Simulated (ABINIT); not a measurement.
Ge:

```xyz
4
Lattice="3.9976 0.0000 0.0000 -1.9988 3.4620 0.0000 0.0000 0.0000 6.5994" Properties=species:S:1:pos:R:3 pbc="T T T"
Ge    0.0000    2.3080    6.1843
Ge    1.9988    1.1540    2.8846
Ge    0.0000    2.3080    3.7148
Ge    1.9988    1.1540    0.4151
```

This isn't the form of Ge at room conditions, which is diamond.

| Property | Result |
| --- | --- |
| Program | ABINIT 10.8.3 (patched build) |
| Task | relaxation of cell and atoms |
| Functional | r2SCAN |
| Potentials or basis | JTH PAW PBE v2.0 |
| Cutoff | 707 eV |
| k mesh | 4 × 4 × 2 |
| Occupations | fermi-dirac, width 0.05 eV |
| Spin | no spin polarisation |

At the start: pressure 0.4 GPa; volume 22.83 Å³/atom.

Q: Where does the relaxation end?

A: Over 9 steps the energy falls by 2.5 meV/atom and the volume is 23.00 Å³/atom (+0.7 %); space group P6_3/mmc (No. 194, to 0.05 Å).

Step by step:
| step | energy change (eV) | largest force (eV/Å) | pressure (GPa) | volume (Å³) |
| --- | --- | --- | --- | --- |
| 1 | 0.0000 | 0.0031 | 0.41 | 91.33 |
| 2 | -0.0022 | 0.0272 | 0.35 | 91.45 |
| 3 | -0.0084 | 0.1304 | -0.08 | 92.13 |
| 4 | -0.0090 | 0.1032 | -0.09 | 92.13 |
| 5 | -0.0101 | 0.0104 | -0.09 | 92.13 |
| 6 | -0.0101 | 0.0005 | -0.08 | 92.11 |
| 7 | -0.0101 | 0.0044 | -0.04 | 92.07 |
| 8 | -0.0102 | 0.0036 | -0.02 | 92.04 |
| 9 | -0.0102 | 0.0002 | 0.00 | 92.00 |

Final structure:
```yaml
crystal:
  lattice:
    - [4.03370, 0.00000, 0.00000]
    - [-2.01685, 3.49329, 0.00000]
    - [0.00000, 0.00000, 6.52873]
  atoms:
    - { symbol: Ge, position: [0.33333, 0.66667, 0.93851] }
    - { symbol: Ge, position: [0.66667, 0.33333, 0.43851] }
    - { symbol: Ge, position: [0.33333, 0.66667, 0.56149] }
    - { symbol: Ge, position: [0.66667, 0.33333, 0.06149] }
```

Caveat: the k mesh is coarse (spacing up to 0.48 Å⁻¹), so the values aren't converged; the PAW data sets were made with another functional, which shifts forces and pressure a little.
